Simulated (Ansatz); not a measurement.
The system is CdSe (Cadmoselite).

```
Cd Se
1.0
     4.30000    0.00000    0.00000
    -2.15000    3.72391    0.00000
     0.00000    0.00000    7.02000
Cd Se
2 2
Direct
  0.66667 0.33333 0.50000
  0.33333 0.66667 0.00000
  0.66667 0.33333 0.88500
  0.33333 0.66667 0.38500
```

| Property | Result |
| --- | --- |
| Program | Ansatz 0.2.0 |
| Task | relaxation of cell and atoms |
| Functional | revPBE |
| Potentials or basis | Ansatz PAW |
| Cutoff | 420 eV (not typed: the program's choice for these potentials) |
| k mesh | 7 × 7 × 4 |
| Occupations | fermi-dirac, width 0.05 eV |
| Spin | no spin polarisation |

At the start: volume 28.10 Å³/atom.

Question: How do energy, volume and symmetry change on relaxing?

Answer: It ends after 5 steps and the volume is 30.70 Å³/atom (+9.3 %); space group P6_3mc (No. 186, to 0.05 Å).

The path:
```csv
step,energy change (eV),largest force (eV/Å),volume (Å³)
1,0.0000,0.2856,112.41
2,-0.1386,0.0595,125.56
3,-0.1471,0.0288,123.31
4,-0.1477,0.0001,122.82
5,-0.1495,0.0001,122.82
```

Final structure:
```xyz
4
Lattice="4.4295 0.0000 0.0000 -2.2148 3.8361 0.0000 0.0000 0.0000 7.2280" Properties=species:S:1:pos:R:3 pbc="T T T"
Cd    2.2148    1.2787    3.6469
Cd    0.0000    2.5574    0.0330
Se    2.2148    1.2787    6.3638
Se    0.0000    2.5574    2.7498
```

Caveat: the plane-wave basis is chosen anew once the cell has moved, so the energies of steps on either side of that aren't comparable; the PAW data sets come from PBE, with cores solved anew for the run's functional, which leaves a small shift of forces and pressure.
